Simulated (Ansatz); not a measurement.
Fe3Ge:

```
Ge Fe
1.0
     0.00000    2.87559    2.87559
     2.87559    0.00000    2.87559
     2.87559    2.87559    0.00000
Ge Fe
1 3
Cartesian
  0.0000 0.0000 0.0000
  4.3134 4.3134 4.3134
  1.4378 1.4378 1.4378
  2.8756 2.8756 2.8756
```

The cell comes from a database or a generator and needn't be the stable form of this composition.

Alike in all runs: program Ansatz 0.2.0; functional PBEsol; potentials or basis Ansatz PAW; cutoff 420 eV (not typed: the program's choice for these potentials); k mesh 8 × 8 × 8; occupations fermi-dirac, width 0.05 eV.

Starts and where they ended:

| start | free energy over the lowest (meV/atom) | net moment (μB) | site or absolute moments (μB) | gap |
| --- | --- | --- | --- | --- |
| collinear spin, ferromagnetic start of up to 4.5 μB | 0.0 | 5.65 | Ge -0.05; Fe +1.61, +2.56 | none (metal or under the smearing width) |
| no spin polarisation | 285.7 | - | - | none (metal or under the smearing width) |
| collinear spin, ferrimagnetic start of up to 3 μB | 0.0 | 5.65 | Ge -0.05; Fe +1.61, +2.56 | none (metal or under the smearing width) |
| collinear spin, ferromagnetic start of up to 3 μB | 0.0 | 5.65 | Ge -0.05; Fe +1.61, +2.56 | none (metal or under the smearing width) |
| collinear spin, random start of up to 2.93 μB | 0.0 | 5.65 | Ge -0.05; Fe +1.61, +2.56 | none (metal or under the smearing width) |
| collinear spin, antiferromagnetic start of up to 3 μB | 0.0 | 5.65 | Ge -0.05; Fe +1.61, +2.56 | none (metal or under the smearing width) |

Allowing spin polarisation gains 286 meV/atom. A still lower state may exist.

Caveats: the starting moments weren't kept (some runs).
